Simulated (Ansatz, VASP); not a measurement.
## Two plane-wave programs on HfN

```
CELL_PARAMETERS angstrom
3.13391 0.00000 0.00000
-1.56695 2.71404 0.00000
0.00000 0.00000 5.41677
ATOMIC_POSITIONS crystal
Hf 0.66667 0.33333 0.75000
Hf 0.33333 0.66667 0.25000
N 0.00000 0.00000 0.00000
N 0.00000 0.00000 0.50000
```

The cell comes from a database or a generator and needn't be the stable form of this composition.

Alike in both runs: task relaxation of cell and atoms; functional LDA; k mesh 9 × 9 × 5; occupations fermi-dirac, width 0.15 eV; no spin polarisation.

|  | VASP | Ansatz |
| --- | --- | --- |
| version | VASP 6.6.1 | Ansatz 0.2.0 |
| potentials or method | VASP PAW LDA potentials, release 64 (Hf_pv, N) | plane waves, PAW |
| plane-wave cutoff (eV) | 600 | 450 |
| valence electrons in the cell | 30 | 62 |

Ansatz gave:

```
relaxed volume (Å³/atom)                                     : 11.16
relaxed cell length with the largest relative difference (Å) : 5.360
energy change over the relaxation (meV/atom)                 : -10
```

Question: Estimate VASP's values.

Answer: Relaxed volume (Å³/atom): 11.12; relaxed cell length with the largest relative difference (Å): 5.354; energy change over the relaxation (meV/atom): -13.

The two sets of potentials don't hold the same shells in valence.

 The runs have no spin-orbit coupling, so splittings on Hf are missing.
